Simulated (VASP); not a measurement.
# BaH2 (P6_3/mmc) in VASP: notebook

Runs on BaH2. Level: PBEsol. Tasks: evGW0 quasiparticle levels, equation of state.

Everything below comes from runs of VASP 6.6.1. Logs are shortened: lines on timing, memory, paths and dates and some standing lists are left out, and cuts for length are marked.

## Step 1: The structure

The structure is hexagonal, space group P6_3/mmc (No. 194). The conventional cell has a = 4.462 Å, b = 4.462 Å, c = 6.055 Å, α = 90.00°, β = 90.00°, γ = 120.00°. Ba (site symmetry -6m2) has 3 H at 2.58 Å as nearest neighbours. Around H (site symmetry -3m) lie 6 Ba at 2.99 Å and 8 H at 2.99 to 3.03 Å. H (site symmetry -6m2) has 3 Ba at 2.58 Å as nearest neighbours.

The cell comes from a database or a generator and needn't be the stable form of this composition.

## Step 2: EvGW0 quasiparticle levels, PBEsol

File POSCAR:

```
BaH2
1.0
    4.4620250523      0.0000000000      0.0000000000
   -2.2310125262      3.8642270477      0.0000000000
    0.0000000000      0.0000000000      6.0552925900
Ba H
2 4
Direct
    0.3333333333      0.6666666667      0.2500000000
    0.6666666667      0.3333333333      0.7500000000
    0.0000000000      0.0000000000      0.0000000000
    0.0000000000      0.0000000000      0.5000000000
    0.6666666667      0.3333333333      0.2500000000
    0.3333333333      0.6666666667      0.7500000000
```

File INCAR.step1:

```
ALGO = Normal ; EDIFF = 1E-8
ENCUT = 500 ; GGA = PS
ISMEAR = 0 ; KPAR = 4
LASPH = T ; LCHARG = F
LREAL = F ; LWAVE = T
NELM = 60 ; PREC = Accurate
SIGMA = 0.01
```

File INCAR.step2:

```
ALGO = Exact ; EDIFF = 1E-8
ENCUT = 500 ; GGA = PS
ISMEAR = 0 ; ISTART = 1
KPAR = 4 ; LASPH = T
LCHARG = F ; LOPTICS = T
LREAL = F ; LWAVE = T
NBANDS = 323 ; NELM = 1
PREC = Accurate ; SIGMA = 0.01
```

File INCAR.step3:

```
ALGO = EVGW0 ; EDIFF = 1E-8
ENCUT = 500 ; ENCUTGW = 120
GGA = PS ; ISMEAR = 0
ISTART = 1 ; KPAR = 4
LASPH = T ; LCHARG = F
LREAL = F ; LWAVE = F
NBANDS = 323 ; NBANDSGW = 20
NELMGW = 4 ; NOMEGA = 50
PREC = Accurate ; PRECFOCK = Fast
SIGMA = 0.01
```

File KPOINTS:

```
k-points
0
Gamma
  4 4 2
```

Potentials or basis: VASP PAW PBE potentials, release 64 (Ba_sv_GW, H_GW).

On the command line:

```sh
$ cat potpaw_PBE.64/Ba_sv_GW/POTCAR potpaw_PBE.64/H_GW/POTCAR > POTCAR
$ cp INCAR.step1 INCAR
$ mpirun -np 4 vasp_std > vasp.out
$ cp INCAR.step2 INCAR
$ mpirun -np 4 vasp_std > vasp.out
$ cp INCAR.step3 INCAR
$ mpirun -np 4 vasp_std > vasp.out
```

OUTCAR:

```text
EDIFF = 1E-8
   ENCUT = 500
   ENCUTGW = 120
   GGA = PS
   ISMEAR = 0
   ISTART = 1
   LASPH = T
   LREAL = F
   NELMGW = 4
   PREC = Accurate
   PRECFOCK = Fast

 ion  position               nearest neighbor table
   1  0.333  0.667  0.250-
   2  0.667  0.333  0.750-
   3  0.000  0.000  0.000-
   4  0.000  0.000  0.500-
   5  0.667  0.333  0.250-
   6  0.333  0.667  0.750-

  LATTYP: Found a hexagonal cell.
 ALAT       =     4.4620250523
 C/A-ratio  =     1.3570727459

  Lattice vectors:

 A1 = (   4.4620250523,   0.0000000000,   0.0000000000)
 A2 = (  -2.2310125262,   3.8642270477,   0.0000000000)
 A3 = (   0.0000000000,   0.0000000000,   6.0552925900)

Analysis of symmetry for initial positions (statically):
=====================================================================
 Subroutine PRICEL returns:
 Original cell was already a primitive cell.

 Routine SETGRP: Setting up the symmetry group for a
 hexagonal supercell.

 Subroutine GETGRP returns: Found 24 space group operations
 (whereof 12 operations were pure point group operations)
 out of a pool of 24 trial point group operations.

The static configuration has the point symmetry D_3d.
 The point group associated with its full space group is D_6h.

Analysis of symmetry for dynamics (positions and initial velocities):
=====================================================================
 Subroutine PRICEL returns:
 Original cell was already a primitive cell.

 Routine SETGRP: Setting up the symmetry group for a
 hexagonal supercell.

 Subroutine GETGRP returns: Found 24 space group operations
 (whereof 12 operations were pure point group operations)
 out of a pool of 24 trial point group operations.

The dynamic configuration has the point symmetry D_3d.
 The point group associated with its full space group is D_6h.

 Subroutine INISYM returns: Found 24 space group operations
 (whereof 12 operations are pure point group operations),
 and found     1 'primitive' translations

----------------------------------------------------------------------------------------

                                     Primitive cell

  volume of cell :     104.4070

  direct lattice vectors                    reciprocal lattice vectors
     4.462025052  0.000000000  0.000000000     0.224113488  0.129391983  0.000000000
    -2.231012526  3.864227048  0.000000000     0.000000000  0.258783966  0.000000000
     0.000000000  0.000000000  6.055292590     0.000000000  0.000000000  0.165144786

  length of vectors
     4.462025052  4.462025052  6.055292590     0.258783966  0.258783966  0.165144786

  position of ions in fractional coordinates (direct lattice)
     0.333333333  0.666666667  0.250000000
     0.666666667  0.333333333  0.750000000
     0.000000000  0.000000000  0.000000000
     0.000000000  0.000000000  0.500000000
     0.666666667  0.333333333  0.250000000
     0.333333333  0.666666667  0.750000000

  ion indices of the primitive-cell ions
   primitive index   ion index
                 1           1
                 2           2
                 3           3
                 4           4
                 5           5
                 6           6

----------------------------------------------------------------------------------------

 KPOINTS: k-points

Automatic generation of k-mesh.
 Grid dimensions read from file:
 generate k-points for:    4    4    2

 Generating k-lattice:

  Cartesian coordinates                     Fractional coordinates (reciprocal lattice)
     0.056028372  0.032347996  0.000000000     0.250000000  0.000000000  0.000000000
     0.000000000  0.064695991  0.000000000     0.000000000  0.250000000  0.000000000
     0.000000000  0.000000000  0.082572393     0.000000000  0.000000000  0.500000000

  Length of vectors
     0.064695991  0.064695991  0.082572393

  Shift w.r.t. Gamma in fractional coordinates (k-lattice)
     0.000000000  0.000000000  0.000000000

 Subroutine IBZKPT returns following result:
 ===========================================

 Found      8 irreducible k-points:

 Following reciprocal coordinates:
            Coordinates               Weight
  0.000000  0.000000  0.000000      1.000000
  0.250000  0.000000  0.000000      6.000000
  0.500000  0.000000  0.000000      3.000000
  0.250000  0.250000  0.000000      6.000000
  0.000000  0.000000  0.500000      1.000000
  0.250000  0.000000  0.500000      6.000000
  0.500000  0.000000  0.500000      3.000000
  0.250000  0.250000  0.500000      6.000000
   k-points           NKPTS =      8   k-points in BZ     NKDIM =     32   number of bands    NBANDS=    323
   number of dos      NEDOS =    301   number of ions     NIONS =      6
   total plane-waves  NPLWV =  62208
   dimension x,y,z NGX =    36 NGY =   36 NGZ =   48
   dimension x,y,z NGXF=    72 NGYF=   72 NGZF=   96
   ions per type =               2   4
   NGX,Y,Z   is equivalent  to a cutoff of  13.41, 13.41, 13.18 a.u.
[... 46 lines left out ...]
   ENCUTFOCK=  -1.0 apply spherical cutoff to Coloumb kernel
   IVDW    =     0    specifies the selected vdW correction
   LEPSILON=     F    determine dielectric tensor
   LRPA    =     F    only Hartree local field effects (RPA)
   LRPAFORCE           =     F    calculate RPA forces
   ENCUTGW             = 120.0    cutoff for response function in eV
   ENCUTGWSOFT         =  96.0    soft cutoff for Coulomb kernel in GW response function in eV
   ENCUTLF             =  -1.0    cutoff for local field effects
   NELMGW              =     4    number of iterations in solving QP/BSE equation
   NELMHF              =     1    number of iterations in the inner HF iteration
   NKREDLFX            =     1    NKREDLFY  =   1   NKREDLFZ  =   1
 non-spin polarized calculation
 Gauss-broadening in eV      SIGMA  =   0.01
  energy-cutoff  :      500.00
  volume of cell :      104.41
 maximum number of plane-waves:      2669
 NGX is ok and might be reduce to    36
  NGX = 18; NGY = 18; NGZ = 24
   NGX = 17   NGY = 17   NGZ = 23
 maximum number of plane-waves:       316
 NGX is ok and might be reduce to    18

 QP shifts <psi_nk| G(iteration)W_0 |psi_nk>: iteration 1
 for sc-GW calculations column KS-energies equals QP-energies in previous step
 and V_xc(KS)=  KS-energies - (<T + V_ion + V_H > + <T+V_H+V_ion>^1  + <V_x>^1)

 k-point   1 :       0.0000    0.0000    0.0000
  band No.  KS-energies  QP-energies   sigma(KS)   V_xc(KS)     V^pw_x(r,r')   Z            occupation Imag(sigma)

      1     -23.9659     -24.5716     -16.1281     -15.1665     -24.3600       0.6299       2.0000       1.3438
      2     -23.7895     -24.3904     -16.2549     -15.3158     -24.4152       0.6398       2.0000       1.3036
      3      -9.8127     -11.0818     -15.0332     -13.2728     -18.5245       0.7209       2.0000       0.3478
      4      -8.9899     -10.2534     -15.6195     -13.9150     -18.9172       0.7412       2.0000       0.2829
      5      -8.9899     -10.2534     -15.6195     -13.9150     -18.9172       0.7412       2.0000       0.2829
      6      -8.7398     -10.0028     -15.7964     -14.1071     -19.0427       0.7477       2.0000       0.2768
[... 180 lines left out ...]
     19       9.5970      10.6502      -9.2086     -10.6107      -4.4389       0.7511       0.0000      -0.2474
     20       9.5970      10.6502      -9.2086     -10.6107      -4.4389       0.7511       0.0000      -0.2474

 QP shifts <psi_nk| G(iteration)W_0 |psi_nk>: iteration 2

 k-point   1 :       0.0000    0.0000    0.0000
  band No. old QP-enery  QP-energies   sigma(KS)   T+V_ion+V_H  V^pw_x(r,r')   Z            occupation Imag(sigma)

      1     -24.5716     -24.8812     -16.2888      -8.7994     -24.3600       0.5993       2.0000       1.1721
      2     -24.3904     -24.7068     -16.4308      -8.4737     -24.4152       0.6154       2.0000       1.1369
      3     -11.0818     -11.4028     -14.9823       3.4601     -18.5245       0.7288       2.0000       0.3249
      4     -10.2534     -10.5422     -15.5663       4.9250     -18.9172       0.7446       2.0000       0.2852
      5     -10.2534     -10.5422     -15.5663       4.9250     -18.9172       0.7446       2.0000       0.2852
      6     -10.0028     -10.2823     -15.7431       5.3673     -19.0427       0.7492       2.0000       0.2828
[... 180 lines left out ...]
     19      10.6502      10.7665      -9.4005      20.2077      -4.4389       0.7409       0.0000      -0.2846
     20      10.6502      10.7665      -9.4005      20.2077      -4.4389       0.7409       0.0000      -0.2846

 QP shifts <psi_nk| G(iteration)W_0 |psi_nk>: iteration 3

 k-point   1 :       0.0000    0.0000    0.0000
  band No. old QP-enery  QP-energies   sigma(KS)   T+V_ion+V_H  V^pw_x(r,r')   Z            occupation Imag(sigma)

      1     -24.8812     -24.9954     -16.2729      -8.7994     -24.3600       0.5979       2.0000       1.1773
      2     -24.7068     -24.8167     -16.4131      -8.4737     -24.4152       0.6105       2.0000       1.1436
      3     -11.4028     -11.4814     -14.9703       3.4601     -18.5245       0.7314       2.0000       0.3256
      4     -10.5422     -10.6116     -15.5602       4.9250     -18.9172       0.7469       2.0000       0.2790
      5     -10.5422     -10.6116     -15.5602       4.9250     -18.9172       0.7469       2.0000       0.2790
      6     -10.2823     -10.3486     -15.7377       5.3673     -19.0427       0.7527       2.0000       0.2805
[... 180 lines left out ...]
     19      10.7665      10.7801      -9.4228      20.2077      -4.4389       0.7409       0.0000      -0.2876
     20      10.7665      10.7801      -9.4228      20.2077      -4.4389       0.7409       0.0000      -0.2876

 QP shifts <psi_nk| G(iteration)W_0 |psi_nk>: iteration 4

 k-point   1 :       0.0000    0.0000    0.0000
  band No. old QP-enery  QP-energies   sigma(KS)   T+V_ion+V_H  V^pw_x(r,r')   Z            occupation Imag(sigma)

      1     -24.9954     -25.0307     -16.2551      -8.7994     -24.3600       0.5971       2.0000       1.1886
      2     -24.8167     -24.8504     -16.3981      -8.4737     -24.4152       0.6113       2.0000       1.1531
      3     -11.4814     -11.5008     -14.9680       3.4601     -18.5245       0.7321       2.0000       0.3275
      4     -10.6116     -10.6287     -15.5595       4.9250     -18.9172       0.7472       2.0000       0.2772
      5     -10.6116     -10.6287     -15.5595       4.9250     -18.9172       0.7472       2.0000       0.2772
      6     -10.3486     -10.3648     -15.7374       5.3673     -19.0427       0.7541       2.0000       0.2793
[... 167 lines left out ...]
      6     -10.7373     -10.7545     -15.4122       4.6519     -18.8378       0.7460       2.0000       0.3192
[... 12 lines left out ...]
     19      10.7801      10.7814      -9.4259      20.2077      -4.4389       0.7409       0.0000      -0.2878
     20      10.7801      10.7814      -9.4259      20.2077      -4.4389       0.7409       0.0000      -0.2878
```

Run time: 9.1 min. Hardware: 4 MPI ranks of Intel Xeon Platinum 8559C (Emerald Rapids), shared host; peak memory 1.6 GiB.

Results:

```
Band gap on the k mesh, mean-field level : 1.92 eV, indirect (least direct gap 2.78 eV)
Quasiparticle gap                        : 3.81 eV
Least direct quasiparticle gap           : 4.72 eV
```

Levels at points of the mesh, in eV from the valence-band top:
```csv
k point,band 10,band 11,band 12,band 13,band 14,band 15
"(0.00, 0.00, 0.00)",-2.88,-0.45,0.00,2.78,2.78,3.77
"(0.50, 0.00, 0.00)",-2.16,-1.58,-1.52,2.60,3.79,3.85
"(0.00, 0.00, 0.50)",-3.20,-0.45,-0.45,2.66,2.66,2.66
"(0.50, 0.00, 0.50)",-2.22,-1.28,-1.28,2.34,2.34,3.88
```

Quasiparticle gap after each update of the energies (eV): 3.49, 3.75, 3.80, 3.81

Caveat: the k mesh is coarse (spacing up to 0.52 Å⁻¹), so the values aren't converged; bands, screening cutoff and mesh are small and nothing is extrapolated, so the quasiparticle values aren't converged; the PAW data sets were made with another functional, which shifts forces and pressure a little; spin-orbit coupling is left out, which moves the levels of the heavy elements. A k mesh can miss the band edges.

## Step 3: Equation of state, PBEsol, 15.80 Å³/atom (a relaxed cell with its volume scaled by 0.96)

File INCAR:

```
ALGO = Fast
EDIFF = 1E-7
ENCUT = 520
GGA = PS
ISIF = 2
ISMEAR = 0
KPAR = 2
LASPH = True
LCHARG = False
LREAL = False
LWAVE = False
NELM = 80
PREC = Accurate
SIGMA = 0.02
```

File KPOINTS:

```
k-points
0
Gamma
  6 6 4
```

File POSCAR:

```
BaH2                                    
1.0
    4.3444615185      0.0000000000      0.0000000000
   -2.1722307593      3.7624140409     -0.0000000000
   -0.0000000000     -0.0000000000      5.7998376175
  Ba              H             
     2     4
Direct
     0.3333333332999970    0.6666666667000030    0.2500000000000000
     0.6666666667000030    0.3333333332999970    0.7500000000000000
     0.0000000000000000    0.0000000000000000    0.0000000000000000
     0.0000000000000000    0.0000000000000000    0.5000000000000000
     0.6666666667000030    0.3333333332999970    0.2500000000000000
     0.3333333332999970    0.6666666667000030    0.7500000000000000
```

Potentials or basis: VASP PAW PBE potentials, release 64 (Ba_sv, H).

On the command line:

```sh
$ cat potpaw_PBE.64/Ba_sv/POTCAR potpaw_PBE.64/H/POTCAR > POTCAR
$ mpirun -np 2 vasp_std > vasp.out
```

It took 48 s on 2 MPI ranks of AMD EPYC 7R43 (Zen 3), shared host; peak memory 0.19 GiB.

The run converged. Its results:

| Quantity | Value |
| --- | --- |
| Free energy | -20.4448 eV |
| Pressure | 1.6 GPa |
| Band gap on the k mesh | 1.51 eV, indirect (least direct gap 2.42 eV) |

Caveat: the PAW data sets were made with another functional, which shifts forces and pressure a little; spin-orbit coupling is left out, which moves the levels of the heavy elements.

## Step 4: Equation of state, PBEsol, 16.13 Å³/atom (a relaxed cell with its volume scaled by 0.98)

INCAR is that of step 3.

KPOINTS is that of step 3.

Edit POSCAR of step 3 so:

```diff
@@ -2,5 +2,5 @@
 1.0
-    4.3444615185      0.0000000000      0.0000000000
-   -2.1722307593      3.7624140409     -0.0000000000
-   -0.0000000000     -0.0000000000      5.7998376175
+    4.3744242689      0.0000000000      0.0000000000
+   -2.1872121345      3.7883625439     -0.0000000000
+   -0.0000000000     -0.0000000000      5.8398377616
   Ba              H
```

On the command line:

```sh
$ cat potpaw_PBE.64/Ba_sv/POTCAR potpaw_PBE.64/H/POTCAR > POTCAR
$ mpirun -np 2 vasp_std > vasp.out
```

It took 57 s on 2 MPI ranks of AMD EPYC 7R43 (Zen 3), shared host; peak memory 0.2 GiB.

The run converged. Its results:

```
Free energy            : -20.4604 eV
Pressure               : 0.8 GPa
Band gap on the k mesh : 1.50 eV, indirect (least direct gap 2.43 eV)
```

Caveat: the PAW data sets were made with another functional, which shifts forces and pressure a little; spin-orbit coupling is left out, which moves the levels of the heavy elements.

## Step 5: Equation of state, PBEsol, 16.46 Å³/atom

INCAR is that of step 4.

KPOINTS is that of step 4.

Edit POSCAR of step 4 so:

```diff
@@ -2,5 +2,5 @@
 1.0
-    4.3744242689      0.0000000000      0.0000000000
-   -2.1872121345      3.7883625439     -0.0000000000
-   -0.0000000000     -0.0000000000      5.8398377616
+    4.4039820863      0.0000000000      0.0000000000
+   -2.2019910432      3.8139603646     -0.0000000000
+   -0.0000000000     -0.0000000000      5.8792973218
   Ba              H
```

On the command line:

```sh
$ cat potpaw_PBE.64/Ba_sv/POTCAR potpaw_PBE.64/H/POTCAR > POTCAR
$ mpirun -np 2 vasp_std > vasp.out
```

Run time: 61 s. Hardware: 2 MPI ranks of AMD EPYC 7R43 (Zen 3), shared host; peak memory 0.21 GiB.

Results (log left out):

```
Free energy            : -20.4657 eV
Pressure               : 0.0 GPa
Band gap on the k mesh : 1.50 eV, indirect (least direct gap 2.43 eV)
```

Caveat: the PAW data sets were made with another functional, which shifts forces and pressure a little; spin-orbit coupling is left out, which moves the levels of the heavy elements.

## Step 6: Equation of state, PBEsol, 16.79 Å³/atom (a relaxed cell with its volume scaled by 1.02)

INCAR is that of step 5.

KPOINTS is that of step 5.

Edit POSCAR of step 5 so:

```diff
@@ -2,5 +2,5 @@
 1.0
-    4.4039820863      0.0000000000      0.0000000000
-   -2.2019910432      3.8139603646     -0.0000000000
-   -0.0000000000     -0.0000000000      5.8792973218
+    4.4331483805      0.0000000000      0.0000000000
+   -2.2165741903      3.8392191164     -0.0000000000
+   -0.0000000000     -0.0000000000      5.9182342004
   Ba              H
```

Potentials or basis: VASP PAW PBE potentials, release 64 (Ba_sv, H).

On the command line:

```sh
$ cat potpaw_PBE.64/Ba_sv/POTCAR potpaw_PBE.64/H/POTCAR > POTCAR
$ mpirun -np 2 vasp_std > vasp.out
```

Wall time 56 s (2 MPI ranks of AMD EPYC 7R43 (Zen 3), shared host); peak memory 0.2 GiB.

It converged, with:

```yaml
Free_energy: -20.4616 eV
Pressure: -0.8 GPa
Band_gap_on_the_k_mesh: 1.49 eV, indirect (least direct gap 2.43 eV)
```

Caveat: the PAW data sets were made with another functional, which shifts forces and pressure a little; spin-orbit coupling is left out, which moves the levels of the heavy elements.

## Step 7: Equation of state, PBEsol, 17.12 Å³/atom (a relaxed cell with its volume scaled by 1.04)

INCAR is that of step 6.

KPOINTS is that of step 6.

Edit POSCAR of step 6 so:

```diff
@@ -2,5 +2,5 @@
 1.0
-    4.4331483805      0.0000000000      0.0000000000
-   -2.2165741903      3.8392191164     -0.0000000000
-   -0.0000000000     -0.0000000000      5.9182342004
+    4.4619358650      0.0000000000      0.0000000000
+   -2.2309679325      3.8641498092     -0.0000000000
+   -0.0000000000     -0.0000000000      5.9566653695
   Ba              H
```

On the command line:

```sh
$ cat potpaw_PBE.64/Ba_sv/POTCAR potpaw_PBE.64/H/POTCAR > POTCAR
$ mpirun -np 2 vasp_std > vasp.out
```

Run time: 54 s. Hardware: 2 MPI ranks of AMD EPYC 7R43 (Zen 3), shared host; peak memory 0.21 GiB.

Results (log left out):

```yaml
Free_energy: -20.4489 eV
Pressure: -1.4 GPa
Band_gap_on_the_k_mesh: 1.48 eV, indirect (least direct gap 2.44 eV)
```

Caveat: the PAW data sets were made with another functional, which shifts forces and pressure a little; spin-orbit coupling is left out, which moves the levels of the heavy elements.

## Step 8: Equation of state, PBEsol

This run uses another cell than the first one, of 16.46 Å³/atom, 0.946 times its volume.

This step only gathers the single runs of the series.

What came out:

```
Equilibrium volume                        : 16.47 Å³/atom
Bulk modulus at fixed shape and positions : 38 GPa
Pressure derivative of the bulk modulus   : 4.0 (rough: it moves with the points fitted)
```

Energy against volume, from the lowest point:
```
volume (Å³/atom)  energy (meV/atom)
          15.800               3.49
          16.130               0.88
          16.459               0.00
          16.788               0.69
          17.117               2.80
```

Caveat: the cell was scaled at fixed shape and fractional positions, which overstates the stiffness of a crystal with free parameters, most of all of layers and chains; the PAW data sets were made with another functional, which shifts forces and pressure a little. Spin-orbit coupling is left out, which matters for the levels of Ba.

## Step 9: For comparison

An earlier run on the cell as given: functional PBEsol; potentials or basis VASP PAW PBE potentials, release 64 (Ba_sv, H); cutoff 520 eV; k mesh 7 × 7 × 5; occupations fermi-dirac, width 0.05 eV; no spin polarisation.

- Pressure: -1.8 GPa
- Band gap on the k mesh: 1.66 eV, indirect (least direct gap 2.50 eV)
